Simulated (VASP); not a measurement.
AlP:

```
Al P
1.0
     0.00000    2.75340    2.75340
     2.75340    0.00000    2.75340
     2.75340    2.75340    0.00000
Al P
1 1
Direct
  0.00000 0.00000 0.00000
  0.25000 0.25000 0.25000
```

- Program: VASP 6.6.1
- Task: relaxation of cell and atoms
- Functional: PBEsol
- Potentials or basis: VASP PAW PBE potentials, release 64 (Al, P)
- Cutoff: 600 eV
- k mesh: 8 × 8 × 8
- Occupations: gaussian, width 0.02 eV
- Spin: no spin polarisation

At the start: pressure -1.6 GPa; volume 20.87 Å³/atom.

Question: Where does the relaxation end?

Answer: Over 3 steps the energy falls by 2.0 meV/atom and the volume is 20.47 Å³/atom (-1.9 %); space group F-43m (No. 216, to 0.05 Å).

Step by step:
| step | energy change (eV) | largest force (eV/Å) | pressure (GPa) | volume (Å³) |
| --- | --- | --- | --- | --- |
| 1 | 0.0000 | 0.0000 | -1.61 | 41.75 |
| 2 | -0.0027 | 0.0000 | 1.01 | 40.49 |
| 3 | -0.0041 | 0.0000 | 0.00 | 40.95 |

Final structure:
```cif
data_structure
_symmetry_space_group_name_H-M 'P 1'
_symmetry_Int_Tables_number 1
_cell_length_a 3.8689
_cell_length_b 3.8689
_cell_length_c 3.8689
_cell_angle_alpha 60.000
_cell_angle_beta 60.000
_cell_angle_gamma 60.000
_cell_volume 40.95
loop_
_atom_site_label
_atom_site_type_symbol
_atom_site_fract_x
_atom_site_fract_y
_atom_site_fract_z
_atom_site_occupancy
Al1 Al 0.00000 0.00000 0.00000 1
P1 P 0.25000 0.25000 0.25000 1
```

Caveat: the PAW data sets were made with another functional, which shifts forces and pressure a little.
